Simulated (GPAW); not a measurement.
# Au (Fm-3m) in GPAW: single point with PBE

Aim: the single point of Au with PBE.

All numbers are computed with GPAW 26.7.0; they aren't measurements. Logs are shortened: lines on timing, memory, paths and dates and some standing lists are left out, and cuts for length are marked. The log counts tension as positive stress, the text compression.

**1. Starting point**

The structure is cubic, space group Fm-3m (No. 225). Conventional cell: a = 4.070 Å, b = 4.070 Å, c = 4.070 Å, α = 90.00°, β = 90.00°, γ = 90.00°. Au (site symmetry m-3m) has 12 Au at 2.88 Å as nearest neighbours.

**2. Single point, PBE**

run.py reads:

```python
from ase.dft.bandgap import bandgap
from ase.io import read, write
from ase.units import GPa
from gpaw import GPAW, PW

atoms = read('Au.xyz')

calc = GPAW(mode=PW(600),
            xc='PBE',
            kpts={'size': (8, 8, 8), 'gamma': True},
            occupations={'name': 'fermi-dirac', 'width': 0.05},
            nbands=14,
            convergence={'density': 1e-05, 'energy': 1e-05},
            maxiter=100,
            txt='gpaw.txt')
atoms.calc = calc
energy = atoms.get_potential_energy()
forces = atoms.get_forces()
stress = atoms.get_stress()
calc.write('gs.gpw')
write('result.traj', atoms)
print(f'Energy: {energy:.6f} eV')
print('Forces (eV/A):')
print(forces.round(4))
print('Stress (GPa):', (stress / GPa).round(3))
print('Fermi level:', round(calc.get_fermi_level(), 4), 'eV')
print(f'Gap: {bandgap(calc)[0]:.4f} eV, direct: {bandgap(calc, direct=True)[0]:.4f} eV')
```

Au.xyz reads:

```xyz
1
Lattice="0.0000000000 2.0350000000 2.0350000000 2.0350000000 0.0000000000 2.0350000000 2.0350000000 2.0350000000 0.0000000000" Properties=species:S:1:pos:R:3 pbc="T T T"
Au     0.0000000000      0.0000000000      0.0000000000
```

Potentials or basis: GPAW PAW data sets (gpaw-data 1.2.1), pw.

The run is started by

```console
OMP_NUM_THREADS=1 python run.py
```

gpaw.txt:

```text
__  _  _
 | _ |_)|_||  |
 |__||  | ||/\| - 26.7.0

Input parameters:
  mode=PW(ecut=600.0),
  convergence={'density': 1e-05, 'energy': 1e-05},
  kpts=MonkhorstPack(size=(8, 8, 8), gamma=True),
  maxiter=100,
  nbands=14,
  occupations=Occupations(name='fermi-dirac', width=0.05),
  xc=XC(name='PBE')

Diagonalizing LCAO Hamiltonian
Converting LCAO to pw mode

       Au

Atoms  # Å, Bohr magnetons
|   | symbol |        x |        y |        z |    initial magnetic moments |
|---|--------|----------|----------|----------|-----------------------------|
| 0 |     Au | 0.000000 | 0.000000 | 0.000000 | ( 0.0000,  0.0000,  0.0000) |

Unit cell  # Å
| periodic |        x |        y |        z |  lengths |    angles |
|----------|----------|----------|----------|----------|-----------|
|      yes | 0.000000 | 2.035000 | 2.035000 | 2.877925 | 60.000000 |
|      yes | 2.035000 | 0.000000 | 2.035000 | 2.877925 | 60.000000 |
|      yes | 2.035000 | 2.035000 | 0.000000 | 2.877925 | 60.000000 |

Number of symmetries: 48
Symmetry operations  # r_c * U_cc + t_c -> r_c
|    | kind |            matrix            |
|----|------|------------------------------|
|  0 |  σ   |  1, 0, 0,  1, 0,-1,  1,-1, 0 |
|  1 |  C2  |  1, 0, 0,  1,-1, 0,  1, 0,-1 |
|  2 |  E   |  1, 0, 0,  0, 1, 0,  0, 0, 1 |
|  3 |  σ   |  1, 0, 0,  0, 0, 1,  0, 1, 0 |
|  4 |  C4  |  1, 0,-1,  1, 0, 0,  1,-1, 0 |
|  5 |  S6  |  1, 0,-1,  1,-1, 0,  1, 0, 0 |
|  6 |  σ   |  1, 0,-1,  0, 1,-1,  0, 0,-1 |
|  7 |  C3  |  1, 0,-1,  0, 0,-1,  0, 1,-1 |
|  8 |  S6  |  1,-1, 0,  1, 0, 0,  1, 0,-1 |
|  9 |  C4  |  1,-1, 0,  1, 0,-1,  1, 0, 0 |
| 10 |  C3  |  1,-1, 0,  0,-1, 1,  0,-1, 0 |
| 11 |  σ   |  1,-1, 0,  0,-1, 0,  0,-1, 1 |
| 12 |  σ   |  0, 1, 0,  1, 0, 0,  0, 0, 1 |
| 13 |  C4  |  0, 1, 0,  0, 1,-1, -1, 1, 0 |
| 14 |  C3  |  0, 1, 0,  0, 0, 1,  1, 0, 0 |
| 15 |  S6  |  0, 1, 0, -1, 1, 0,  0, 1,-1 |
| 16 |  C2  |  0, 1,-1,  1, 0,-1,  0, 0,-1 |
| 17 |  σ   |  0, 1,-1,  0, 1, 0, -1, 1, 0 |
| 18 |  S4  |  0, 1,-1,  0, 0,-1,  1, 0,-1 |
| 19 |  C4  |  0, 1,-1, -1, 1, 0,  0, 1, 0 |
| 20 |  C3  |  0, 0, 1,  1, 0, 0,  0, 1, 0 |
| 21 |  σ   |  0, 0, 1,  0, 1, 0,  1, 0, 0 |
| 22 |  S6  |  0, 0, 1,  0,-1, 1, -1, 0, 1 |
| 23 |  C4  |  0, 0, 1, -1, 0, 1,  0,-1, 1 |
| 24 |  S4  |  0, 0,-1,  1, 0,-1,  0, 1,-1 |
| 25 |  C3  |  0, 0,-1,  0, 1,-1,  1, 0,-1 |
| 26 |  C2  |  0, 0,-1,  0,-1, 0, -1, 0, 0 |
| 27 |  S6  |  0, 0,-1, -1, 0, 0,  0,-1, 0 |
| 28 |  S4  |  0,-1, 1,  1,-1, 0,  0,-1, 0 |
| 29 |  C4  |  0,-1, 1,  0, 0, 1, -1, 0, 1 |
| 30 |  C2  |  0,-1, 1,  0,-1, 0,  1,-1, 0 |
| 31 |  σ   |  0,-1, 1, -1, 0, 1,  0, 0, 1 |
| 32 |  C3  |  0,-1, 0,  1,-1, 0,  0,-1, 1 |
| 33 |  S6  |  0,-1, 0,  0, 0,-1, -1, 0, 0 |
| 34 |  S4  |  0,-1, 0,  0,-1, 1,  1,-1, 0 |
| 35 |  C2  |  0,-1, 0, -1, 0, 0,  0, 0,-1 |
| 36 |  C2  | -1, 1, 0,  0, 1, 0,  0, 1,-1 |
| 37 |  S6  | -1, 1, 0,  0, 1,-1,  0, 1, 0 |
| 38 |  S4  | -1, 1, 0, -1, 0, 1, -1, 0, 0 |
| 39 |  C3  | -1, 1, 0, -1, 0, 0, -1, 0, 1 |
| 40 |  S6  | -1, 0, 1,  0, 0, 1,  0,-1, 1 |
| 41 |  C2  | -1, 0, 1,  0,-1, 1,  0, 0, 1 |
| 42 |  C3  | -1, 0, 1, -1, 1, 0, -1, 0, 0 |
| 43 |  S4  | -1, 0, 1, -1, 0, 0, -1, 1, 0 |
| 44 |  C2  | -1, 0, 0,  0, 0,-1,  0,-1, 0 |
| 45 |  i   | -1, 0, 0,  0,-1, 0,  0, 0,-1 |
| 46 |  σ   | -1, 0, 0, -1, 1, 0, -1, 0, 1 |
| 47 |  C2  | -1, 0, 0, -1, 0, 1, -1, 1, 0 |

BZ-sampling:
  Number of BZ points: 512
  Number of IBZ points: 29

  Monkhorst-Pack size: [8, 8, 8]
  Monkhorst-Pack shift: [0.0625, 0.0625, 0.0625]

K-points  # in reciprocal-cell coordinates
|     |                                coordinates |     weight |
|-----|--------------------------------------------|------------|
|   0 | (  0.00000000,   0.00000000,   0.00000000) | 0.00195312 |
|   1 | (  0.12500000,   0.12500000,   0.00000000) | 0.01171875 |
|   2 | (  0.12500000,   0.12500000,   0.12500000) | 0.01562500 |
|   3 | (  0.25000000,   0.12500000,   0.12500000) | 0.02343750 |
|   4 | (  0.25000000,   0.25000000,   0.00000000) | 0.01171875 |
|   5 | (  0.25000000,   0.25000000,   0.12500000) | 0.04687500 |
|   6 | (  0.25000000,   0.25000000,   0.25000000) | 0.01562500 |
|   7 | (  0.37500000,   0.25000000,  -0.37500000) | 0.04687500 |
|   8 | (  0.37500000,   0.25000000,   0.12500000) | 0.04687500 |
|   9 | (  0.37500000,   0.25000000,   0.25000000) | 0.04687500 |
| ... |                                            |            |
|  28 | (  0.50000000,   0.50000000,   0.50000000) | 0.00781250 |

Plane wave coefficients: 588
Cutoff: 600.0 eV

Spin-components: 1 (collinear spins)
Bands:           14
Projectors:      6
Spin-degeneracy: 2
Datatype:        complex128

Parallelization:
  kpt:    1
  domain: 1
  band:   1

Density:
  Valence electrons: 11.0
  Components: 1
  Grid points: [18 18 18]
  Charge: 0.0  # |e|

Potential:
  Grid points: [18 18 18]

species:
  Au:
    name:    Gold
    Z:       79.0
    valence: 11
    core:    68
    charge:  0.0  # [|e|]
    compensation charges:
      type: gauss
      rc: 0.42  # [Å]
      lmax: 2
    cutoffs:
      filter: 2.33  # [Å]
      core: 2.81  # [Å]
    projectors
    | kind |    occ | energy [eV] | rcut [Å] |
    |------|--------|-------------|----------|
    |   6s |  1.000 |      -5.728 |    1.323 |
    |   6p |  0.000 |      -0.775 |    1.323 |
    |   5d | 10.000 |      -6.891 |    1.323 |
    |    s |        |      21.484 |    1.323 |
    |    p |        |      26.436 |    1.323 |
    |    d |        |      20.321 |    1.323 |

    Using partial waves for Au as LCAO basis

Reference energy: -516598.271109  # eV

eigensolver:
  PPCG
  Converge bands: occupied
  niter=2

density mixing:
  MSR1-Mixer
  Pratt-step length: 0.05
  Maximum mixing coefficient: 0.75
  Old densities: 10
  SVD Regularization: 0.005
  Good broyden scale: 1.0
  Trust region scale: 1.0
  Backstep threshold: 4.0
  History deletion threshold: 6.0
  Fourier metric: weight=20.0, sigma=0.015

occupation numbers:
  Fermi-Dirac:
    width: 0.0500  # eV

poisson solver:
  ecut: 4800.0  # eV

xc functional:
  name: PBE with 2 nearest neighbor stencil

convergence criteria:
- Maximum integral of absolute [dens]ity change: 1e-05 electrons / valence electron
- Maximum [total energy] change in last 3 cyles: 1e-05 eV / valence electron
- Maximum integral of absolute [eigenst]ate change: 4e-08 eV^2 / valence electron
maximum number of iterations: 100

SCF iterations
|iter     | |      energy | eigst |  dens |
|---------|-|-------------|-------|-------|
|iter:   1| |   -3.349589 | -0.42 |       |
|iter:   2| |   -3.293046 | -2.85 | -1.10 |
|iter:   3| |   -3.073824 | -2.25 | -1.15 |
|iter:   4| |   -3.071351 | -4.42 | -2.06 |
|iter:   5| |   -3.070570 | -4.29 | -2.36 |
|iter:   6| |   -3.070566 | -6.85 | -3.80 |
|iter:   7| |   -3.070565c| -7.42c| -4.07 |
|iter:   8| |   -3.070565c| -8.98c| -5.27c|

Converged in 8 steps
Energy contributions relative to reference atoms: (reference = -516598.271109)

Energy contributions:
  Kinetic:          -2.978370
  Coulomb:           2.111534
  Zero:              0.150126
  External:          0.000000
  Xc:               -2.351465
  Entropy:          -0.004779
  Spinorbit:         0.000000
  ----------------------------
  Free energy:      -3.072955
  Extrapolated:     -3.070565

dipole moment: (-13.904854, -13.904854, -13.904854)  # |e|*Ang

Fermi level: 10.127
Eigenvalues  # (at kpt = [0.000, 0.000, 0.000])
| band index |      eig [eV] | occ [0-2] |
|------------|---------------|-----------|
|          0 |         0.195 |     2.000 |
|          1 |         5.404 |     2.000 |
|          2 |         5.404 |     2.000 |
|          3 |         5.404 |     2.000 |
|          4 |         6.945 |     2.000 |
|          5 |         6.945 |     2.000 |
|          6 |        25.923 |     0.000 |
|          7 |        29.783 |     0.000 |
|          8 |        29.783 |     0.000 |
|          9 |        29.783 |     0.000 |
|         10 |        33.806 |     0.000 |
|         11 |        38.244 |     0.000 |
|         12 |        38.244 |     0.000 |
|         13 |        38.244 |     0.000 |

No gap
No difference between direct/indirect transitions

Forces  # eV/Ang
|        x |       y |        z |
|----------|---------|----------|
| -0.00000 | 0.00000 | -0.00000 |  # Au   0

Stress tensor  # eV/Ang^3
|         x |         y |         z |
|-----------|-----------|-----------|
| -0.089572 | -0.000000 |  0.000000 |
| -0.000000 | -0.089572 |  0.000000 |
|  0.000000 |  0.000000 | -0.089572 |

# Writing to gs.gpw (mode='')
```

It took 5.2 s on 1 thread of Arm Neoverse V2, shared host; peak memory 0.13 GiB.

What came out:

| Quantity | Value |
| --- | --- |
| Free energy | -3.0730 eV |
| Pressure | 14.4 GPa |
| Band gap on the k mesh | none (metal or under the smearing width) |

Caveat: with this Au data set, volumes or pressures lay over 1.5 % or 2 GPa off other programs in two to four cells of ten. Spin-orbit coupling is left out, which matters for the levels of Au.
